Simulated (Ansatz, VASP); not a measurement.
**Sb in VASP and in Ansatz**

```
Sb
1.0
    -1.87134    1.87134    1.87134
     1.87134   -1.87134    1.87134
     1.87134    1.87134   -1.87134
Sb
1
Direct
  0.00000 0.00000 0.00000
```

This isn't the form of Sb at room conditions, which is rhombohedral.

Alike in both runs: task relaxation of cell and atoms; functional BLYP; dispersion D3(BJ); k mesh 10 × 10 × 10; occupations fermi-dirac, width 0.05 eV; no spin polarisation.

```csv
,VASP,Ansatz
version,VASP 6.6.1,Ansatz 0.2.0
potentials or method,"VASP PAW PBE potentials, release 64 (Sb)",Ansatz PAW
plane-wave cutoff (eV),600,420
valence electrons in the cell,5,15
```

Ansatz gave:

| Property | Result |
| --- | --- |
| gap on the k mesh at the Fermi level, each at its own relaxed structure (eV) | none |
| relaxed volume (Å³/atom) | 26.89 |
| relaxed cell length with the largest relative difference (Å) | 3.269 |
| energy change over the relaxation (meV/atom) | -3 |

Problem. What did VASP give for the same quantities?

Solution. gap on the k mesh at the Fermi level, each at its own relaxed structure (eV): none; relaxed volume (Å³/atom): 26.98; relaxed cell length with the largest relative difference (Å): 3.272; energy change over the relaxation (meV/atom): -4.

A gap of «none» marks a metal or a gap that the smearing closes. The two sets of potentials don't hold the same shells in valence.

Caveats: pairwise dispersion overbinds metals, which lowers pressure and volume; the PAW data sets were made with another functional, which shifts forces and pressure a little (VASP); the plane-wave basis is chosen anew once the cell has moved, so the energies of steps on either side of that aren't comparable (Ansatz); the PAW data sets come from PBE, with cores solved anew for the run's functional, which leaves a small shift of forces and pressure (Ansatz). The runs have no spin-orbit coupling, so splittings on Sb are missing.
